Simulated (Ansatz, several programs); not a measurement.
NaF in the zincblende structure, relaxed with PBE in Ansatz (plane waves, PAW): space group F-43m (No. 216), cubic; a = 5.154 Å in the conventional setting, 17.12 Å³ an atom. Around Na lie 4 F at 2.23 Å; around F lie 4 Na at 2.23 Å. The cell was then scaled with its shape and fractional coordinates held. The structure was generated, not taken from experiment, and needn't be the ground state; spin polarisation is off.

```csv
V (Å³/atom),E (meV/atom)
16.089,7.03
16.602,1.65
17.115,0.00
18.142,5.45
```

Q: Pass a cubic E = c₀ + c₁u + c₂u² + c₃u³, with u = V − 16.987 Å³, through these points.

A: c₀ = 0.10, c₁ = -1.532, c₂ = 6.213, c₃ = -0.7561 (meV and Å³).

Q: Where is the minimum, and what bulk modulus follows?

A: dE/du = 0 at u = +0.126, so V₀ = 17.11 Å³. B = V₀ d²E/dV² = 17.11 × (2c₂ + 6c₃u) = 17.11 × 11.854 = 203 meV/Å³, and 1 meV/Å³ is 0.16022 GPa: 33 GPa. A third-order Birch-Murnaghan fit to all five points gives 17.12 Å³ and 32 GPa.

Q: Predict the energy and the pressure at the withheld volume, 17.629 Å³.

A: With u = +0.642: E ≈ 1.48 meV and P = −dE/dV ≈ -0.88 GPa. The run gives 1.41 meV and, from its stress, -0.87 GPa.
